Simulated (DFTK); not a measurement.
# Sr (Fm-3m) in DFTK: reference runs

Reference runs on Sr: the cell as given.

All numbers are computed with DFTK 0.8.2; they aren't measurements. Logs are shortened: lines on timing, memory, paths and dates and some standing lists are left out, and cuts for length are marked.

**1. The crystal as given**

It takes space group Fm-3m (No. 225, cubic). Conventional cell: a = 6.085 Å, b = 6.085 Å, c = 6.085 Å, α = 90.00°, β = 90.00°, γ = 90.00°. Sr (site symmetry m-3m) has 12 Sr at 4.30 Å as nearest neighbours.

**2. Single point, PBE**

File run.jl:

```julia
using DFTK
using PseudoPotentialData
using Unitful, UnitfulAtomic
using LinearAlgebra, Printf
include("save.jl")
disable_threading()

# lattice vectors are the columns
lattice = austrip(1u"Å") * [           0.0        3.04235        3.04235;
                  3.04235            0.0        3.04235;
                  3.04235        3.04235            0.0]
symbols   = [:Sr]
positions = [[0.0, 0.0, 0.0]]
pseudopotentials = PseudoFamily("dojo.nc.sr.pbe.v0_4_1.standard.upf")
elements = Dict(s => ElementPsp(s, pseudopotentials) for s in unique(symbols))
atoms    = [elements[s] for s in symbols]

build_model(lattice, positions; symmetries=true) =
    model_DFT(lattice, atoms, positions;
              functionals=PBE(),
              temperature=austrip(0.05u"eV"),
              smearing=Smearing.FermiDirac(),
              symmetries)
Ecut  = 40.0  # hartree
kgrid = [8, 8, 8]
tol   = 1e-6
to_GPa = ustrip(uconvert(u"GPa", 1u"hartree/bohr^3"))

model = build_model(lattice, positions)
basis = PlaneWaveBasis(model; Ecut, kgrid)
display(basis)
scfres = self_consistent_field(basis;
                               tol,
                               nbandsalg=AdaptiveBands(model; n_bands_converge=10))
display(scfres.energies)
@printf "Fermi level: %.6f eV\n" ustrip(auconvert(u"eV", something(scfres.εF, NaN)))
forces = compute_forces_cart(scfres)
println("Forces (eV/Å)")
for (s, f) in zip(symbols, forces)
    @printf "%-3s %12.6f %12.6f %12.6f\n" s ustrip.(auconvert.(u"eV/Å", f))...
end
stress = compute_stresses_cart(scfres)
println("Stress (GPa)")
display(round.(stress * to_GPa; digits=4))
println("Levels at the first k-point (eV): ", round.(ustrip.(auconvert.(u"eV", scfres.eigenvalues[1][1:scfres.n_bands_converge])); digits=4))
save_scf!(scfres; forces, stress)
```

Potentials or basis: dojo.nc.sr.pbe.v0_4_1.standard.upf (PBE).

On the command line:

```
julia --threads=1 run.jl  # save.jl only writes the numbers to a file and isn't shown; printed stress counts tension as positive; times include loading and compiling
```

Output:

```text
PlaneWaveBasis discretization:

    Ecut                 : 40.0 Ha
    fft_size             : (50, 50, 50), 125000 total points
    kgrid                : MonkhorstPack([8, 8, 8])
    num.   red. kpoints  : 512
    num. irred. kpoints  : 29

    Discretized Model(gga_x_pbe+gga_c_pbe, 3D):
        lattice (in Bohr)    : [0         , 5.74921   , 5.74921   ]
                               [5.74921   , 0         , 5.74921   ]
                               [5.74921   , 5.74921   , 0         ]
        unit cell volume     : 380.06 Bohr³

        atoms                : Sr
        pseudopot. family    : PseudoFamily("dojo.nc.sr.pbe.v0_4_1.standard.upf")

        num. electrons       : 10
        spin polarization    : none
        temperature          : 0.0018375 Ha
        smearing             : DFTK.Smearing.FermiDirac()

        terms                : Kinetic()
                               AtomicLocal()
                               AtomicNonlocal()
                               Ewald(nothing)
                               PspCorrection()
                               Hartree()
                               Xc(gga_x_pbe, gga_c_pbe)
                               Entropy()
n     Energy            log10(ΔE)   log10(Δρ)   Diag   Δtime
---   ---------------   ---------   ---------   ----   ------
  1   -34.22924926518                   -1.20    4.8    7.64s
  2   -34.23282534499       -2.45       -1.60    1.6    3.71s
  3   -34.23378408835       -3.02       -2.02    2.6    4.26s
  4   -34.23388773675       -3.98       -2.59    2.7    4.21s
  5   -34.23389960427       -4.93       -3.35    2.7    4.33s
  6   -34.23389977922       -6.76       -3.88    2.9    4.76s
  7   -34.23389978489       -8.25       -4.46    2.3    4.51s
  8   -34.23389978528       -9.41       -4.76    1.9    3.67s
  9   -34.23389978532      -10.42       -5.54    2.0    3.58s
 10   -34.23389978532      -11.95       -5.91    2.3    3.91s
 11   -34.23389978532      -12.35       -6.70    2.2    3.86s
Energy breakdown (in Ha):
    Kinetic             9.0756452
    AtomicLocal         -27.4602063
    AtomicNonlocal      5.0461954
    Ewald               -19.9369281
    PspCorrection       0.3378937
    Hartree             7.0126913
    Xc                  -8.3088664
    Entropy             -0.0003247

    total               -34.233899785318
Fermi level: 4.019827 eV
Forces (eV/Å)
Sr      0.000000     0.000000    -0.000000
Stress (GPa)
3×3 StaticArraysCore.SMatrix{3, 3, Float64, 9} with indices SOneTo(3)×SOneTo(3):
  0.3298  -0.0      0.0
  0.0      0.3298  -0.0
 -0.0     -0.0      0.3298
Levels at the first k-point (eV): [-32.6024, -14.4911, -14.4911, -14.4911, 0.4382, 6.3745, 6.3745, 6.3745, 7.8048, 7.8048]
```

Wall time 1.7 min (1 thread of AMD EPYC 7R43 (Zen 3), shared host); peak memory 1.7 GiB.

Results:

| Property | Result |
| --- | --- |
| Free energy | -931.5519 eV |
| Pressure | -0.3 GPa |
| Band gap on the k mesh | none (metal or under the smearing width) |
